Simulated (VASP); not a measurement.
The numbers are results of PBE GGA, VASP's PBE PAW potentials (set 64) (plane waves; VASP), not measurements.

VASP ran on this input.

**POSCAR**
```
BeO
1
    1.3500000000    -2.3382690000     0.0000000000
    1.3500000000     2.3382690000     0.0000000000
    0.0000000000     0.0000000000     4.3800000000
Be O
2 2
Direct
  0.6666670000   0.3333330000   0.5000000000
  0.3333330000   0.6666670000   0.0000000000
  0.6666670000   0.3333330000   0.8780000000
  0.3333330000   0.6666670000   0.3780000000
```

**KPOINTS**
```
Automatic mesh
0
Gamma
13 13 8
0 0 0
```

**INCAR**
```
# general
SYSTEM = BeO
PREC   = Accurate
ENCUT  = 520   # plane-wave cut-off (eV)
LREAL  = .False.   # projection in real space or not
LASPH  = .True.

# electronic loop
EDIFF  = 1E-6   # SCF stop (eV)
NELM   = 100   # most electronic steps
ALGO   = Normal

# smearing
ISMEAR = 0
SIGMA  = 0.05   # width (eV)

# functional
GGA    = PE   # PBE

# ions
ISIF   = 2

# output
LWAVE  = .False.
LCHARG = .False.
```

POTCAR, in this order: Be O (PBE.64 set). Program: vasp_std.

What VASP printed:

OUTCAR:
```
 ion  position               nearest neighbor table
   1  0.667  0.333  0.500-   4 1.65   4 1.65   4 1.65   3 1.66
   2  0.333  0.667  0.000-   3 1.65   3 1.65   3 1.65   4 1.66
   3  0.667  0.333  0.878-   2 1.65   2 1.65   2 1.65   1 1.66
   4  0.333  0.667  0.378-   1 1.65   1 1.65   1 1.65   2 1.66
  LATTYP: Found a hexagonal cell.
 ALAT       =     2.7000003549
 C/A-ratio  =     1.6222220090
 Subroutine PRICEL returns:
 Original cell was already a primitive cell.
 Subroutine GETGRP returns: Found 12 space group operations
The static configuration has the point symmetry C_3v.
 The point group associated with its full space group is C_6v.
The dynamic configuration has the point symmetry C_3v.
 Subroutine INISYM returns: Found 12 space group operations
 Subroutine IBZKPT returns following result:
 Found    105 irreducible k-points:

 Following reciprocal coordinates:
            Coordinates               Weight
  0.000000  0.000000  0.000000      1.000000
  0.076923  0.000000  0.000000      6.000000
  0.153846  0.000000  0.000000      6.000000
  0.230769  0.000000  0.000000      6.000000
  0.307692  0.000000  0.000000      6.000000
  0.384615  0.000000  0.000000      6.000000
  0.461538  0.000000  0.000000      6.000000
  0.076923  0.076923  0.000000      6.000000
  0.153846  0.076923  0.000000     12.000000
  0.230769  0.076923  0.000000     12.000000
  0.307692  0.076923  0.000000     12.000000
  0.384615  0.076923  0.000000     12.000000
  0.461538  0.076923  0.000000      6.000000
  0.153846  0.153846  0.000000      6.000000
  0.230769  0.153846  0.000000     12.000000
  0.307692  0.153846  0.000000     12.000000
  0.384615  0.153846  0.000000     12.000000
  0.230769  0.230769  0.000000      6.000000
  0.307692  0.230769  0.000000     12.000000
  0.384615  0.230769  0.000000      6.000000
  0.307692  0.307692  0.000000      6.000000
  0.000000  0.000000  0.125000      2.000000
  0.076923  0.000000  0.125000     12.000000
  0.153846  0.000000  0.125000     12.000000
  0.230769  0.000000  0.125000     12.000000
  0.307692  0.000000  0.125000     12.000000
  0.384615  0.000000  0.125000     12.000000
  0.461538  0.000000  0.125000     12.000000
  0.076923  0.076923  0.125000     12.000000
  0.153846  0.076923  0.125000     24.000000
  0.230769  0.076923  0.125000     24.000000
  0.307692  0.076923  0.125000     24.000000
  0.384615  0.076923  0.125000     24.000000
  0.461538  0.076923  0.125000     12.000000
  0.153846  0.153846  0.125000     12.000000
  0.230769  0.153846  0.125000     24.000000
  0.307692  0.153846  0.125000     24.000000
  0.384615  0.153846  0.125000     24.000000
  0.230769  0.230769  0.125000     12.000000
  0.307692  0.230769  0.125000     24.000000
   k-points           NKPTS =    105   k-points in BZ     NKDIM =    105   number of bands    NBANDS=     12
   number of dos      NEDOS =    301   number of ions     NIONS =      4
   total plane-waves  NPLWV =  14400
   dimension x,y,z NGX =    20 NGY =   20 NGZ =   36
   dimension x,y,z NGXF=    40 NGYF=   40 NGZF=   72
   ions per type =               2   2
   PREC   = accura    normal or accurate (medium, high low for compatibility)
   ISTART =      0    job   : 0-new  1-cont  2-samecut
   ICHARG =      2    charge: 1-file 2-atom 10-const
   ISPIN  =      1    spin polarized calculation?
   LNONCOLLINEAR =      F non collinear calculations
   LSORBIT =      F    spin-orbit coupling
   INIWAV =      1    electr: 0-lowe 1-rand  2-diag
   ENCUT  =  520.0 eV  38.22 Ry    6.18 a.u.   5.02  5.02  8.14*2*pi/ulx,y,z
   NELM   =    100;   NELMIN=  2; NELMDL= -5     # of ELM steps
...
```

OSZICAR:
```
       N       E                     dE             d eps       ncg     rms          rms(c)
DAV:   1     0.604087236833E+02    0.60409E+02   -0.88382E+03  2528   0.127E+03
DAV:   2    -0.275373130801E+02   -0.87946E+02   -0.82090E+02  3328   0.279E+02
DAV:   3    -0.306261978277E+02   -0.30889E+01   -0.30757E+01  3332   0.550E+01
DAV:   4    -0.306496317215E+02   -0.23434E-01   -0.23420E-01  3076   0.547E+00
DAV:   5    -0.306499308575E+02   -0.29914E-03   -0.29908E-03  3256   0.532E-01    0.910E+00
DAV:   6    -0.284636813691E+02    0.21862E+01   -0.74786E+00  2912   0.248E+01    0.290E+00
DAV:   7    -0.284488877873E+02    0.14794E-01   -0.14799E-01  2996   0.390E+00    0.185E+00
DAV:   8    -0.284568066589E+02   -0.79189E-02   -0.41345E-02  2688   0.293E+00    0.266E-01
DAV:   9    -0.284557290233E+02    0.10776E-02   -0.29240E-03  3304   0.547E-01    0.704E-02
DAV:  10    -0.284560485970E+02   -0.31957E-03   -0.80739E-04  2804   0.245E-01    0.498E-02
DAV:  11    -0.284560147012E+02    0.33896E-04   -0.16319E-04  3224   0.120E-01    0.401E-03
DAV:  12    -0.284560141659E+02    0.53534E-06   -0.39444E-06  2956   0.218E-02
   1 F= -.28456014E+02 E0= -.28456014E+02  d E =-.767452E-12
```

**OUTCAR**
```
------------------------ aborting loop because EDIFF is reached ----------------------------------------
  FORCE on cell =-STRESS in cart. coord.  units (eV):
  Direction    XX          YY          ZZ          XY          YZ          ZX
  --------------------------------------------------------------------------------------
  Total        0.5667412      0.5667414      0.6432129      0.0000000      0.0000000      0.0000000
  in kB       32.8369653     32.8369768     37.2677360      0.0000000      0.0000000      0.0000000
  external PRESSURE =      34.3138927 kB  Pullay stress =       0.0000000 kB
  volume of cell :       27.65
      direct lattice vectors                 reciprocal lattice vectors
     1.350000000 -2.338269000  0.000000000     0.370370370 -0.213833396  0.000000000
     1.350000000  2.338269000  0.000000000     0.370370370  0.213833396  0.000000000
     0.000000000  0.000000000  4.380000000     0.000000000  0.000000000  0.228310502
 POSITION                                       TOTAL-FORCE (eV/Angst)
 -----------------------------------------------------------------------------------
      1.35000     -0.77942      2.19000        -0.000000      0.000000      0.005482
      1.35000      0.77942      0.00000         0.000000      0.000000      0.005482
      1.35000     -0.77942      3.84564         0.000000      0.000000     -0.005482
      1.35000      0.77942      1.65564         0.000000     -0.000000     -0.005482
 -----------------------------------------------------------------------------------
    total drift:                               -0.000000      0.001584      0.000696
  FREE ENERGIE OF THE ION-ELECTRON SYSTEM (eV)
  ---------------------------------------------------
  free  energy   TOTEN  =       -28.4560141659 eV

  energy  without entropy=      -28.4560141659  energy(sigma->0) =      -28.45601417
```
(Selected blocks of OUTCAR.)

The compound is BeO in the wurtzite structure. The cell was not relaxed at this level. The run is one of a series of settings (KPOINTS 13×13×8 Γ-centred mesh against the base run), some of them coarse on purpose.
